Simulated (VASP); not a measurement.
The system is Bi.

```
Bi
1.0
     2.26750    1.30914    3.93800
    -2.26750    1.30914    3.93800
     0.00000   -2.61828    3.93800
Bi
2
Direct
  0.76600 0.76600 0.76600
  0.23400 0.23400 0.23400
```

```yaml
Program: VASP 6.6.1
Task: relaxation of cell and atoms
Functional: LDA
Potentials_or_basis: VASP PAW LDA potentials, release 64 (Bi_d)
Cutoff: 600 eV
k_mesh: 6 × 6 × 6
Occupations: gaussian, width 0.02 eV
Spin: no spin polarisation
```

At the start: pressure -1.4 GPa; volume 35.07 Å³/atom.

Q: How do energy, volume and symmetry change on relaxing?

A: Over 5 steps the energy falls by 5.2 meV/atom and the volume is 33.87 Å³/atom (-3.4 %); space group R-3m (No. 166, to 0.05 Å).

The path:
```tsv
step	energy change (eV)	largest force (eV/Å)	pressure (GPa)	volume (Å³)
1	0.0000	0.0100	-1.40	70.14
2	-0.0051	0.1951	0.96	67.08
3	-0.0086	0.1129	-0.02	68.24
4	-0.0095	0.0766	-0.01	68.10
5	-0.0104	0.0099	0.02	67.74
```

Final structure:
```
CELL_PARAMETERS angstrom
2.24245 1.29468 3.88899
-2.24245 1.29468 3.88899
0.00000 -2.58936 3.88899
ATOMIC_POSITIONS crystal
Bi 0.76455 0.76455 0.76455
Bi 0.23545 0.23545 0.23545
```
